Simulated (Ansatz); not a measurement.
Runs of Ansatz 0.2.0 on I. It takes space group Cmce (No. 64, orthorhombic). Conventional cell: a = 7.270 Å, b = 4.790 Å, c = 9.793 Å, α = 90.00°, β = 90.00°, γ = 90.00°. Around I (site symmetry m) lie 1 I at 2.68 Å. 

| screening (1/Å) | share of exact exchange | gap on the mesh (eV) | pressure (GPa) | largest force (eV/Å) |
| --- | --- | --- | --- | --- |
| 0.2 | 0.4 | 2.74 | 0.6 | 0.04 |
| 0.2 | 0.3 | 2.35 | 0.8 | 0.19 |
| 0.4 | 0.25 | 1.79 | 1.1 | (a) |
| 0.6 | 0.25 | 1.59 | 1.3 | 0.57 |
| 0.2 | 0.25 | 2.16 | 1.0 | 0.30 |
| 0.2 | 0.5 | (b) | 0.3 | 0.20 |

Alike in all rows: task single point; level HSE06 form with a typed share of exact exchange; potentials or basis Ansatz PAW; no spin polarisation; cell as given; k mesh 4 × 4 × 2; cutoff (eV) 420; smearing fermi-dirac 0.05 eV.

Estimate the missing entries.

(a) 0.45; (b) 3.15.

Caveats: spin-orbit coupling is left out, which moves the levels of the heavy elements; the PAW data sets come from PBE, with cores solved anew for the run's functional, which leaves a small shift of forces and pressure; the thresholds are loose for stress.

A k mesh can miss the band edges, and the runs leave out spin-orbit coupling on I.
